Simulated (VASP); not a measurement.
BeTe:

```
CELL_PARAMETERS angstrom
0.00000 2.80614 2.80614
2.80614 0.00000 2.80614
2.80614 2.80614 0.00000
ATOMIC_POSITIONS crystal
Be 0.00000 0.00000 0.00000
Te 0.25000 0.25000 0.25000
```

Base run:

* Program: VASP 6.6.1
* Functional: PBE
* Potentials or basis: VASP PAW PBE potentials, release 64 (Be, Te)
* Cutoff: 520 eV
* k mesh: 6 × 6 × 6
* Occupations: gaussian, width 0.03 eV
* Spin: no spin polarisation

Its results: band gap on the k mesh 1.95 eV, indirect (least direct gap 3.60 eV); pressure 1.8 GPa.

Task: The run is repeated on the same cell with these changes: functional from PBE to PBE0. What comes out?

Result: Band gap on the k mesh 3.27 eV, indirect (least direct gap 5.14 eV); pressure 0.5 GPa.

PBE0 gives the wider gap, since exact exchange removes part of the self-interaction.

Caveats: spin-orbit coupling is left out, which moves the levels of the heavy elements; the PAW data sets were made with another functional, which shifts forces and pressure a little (some runs).
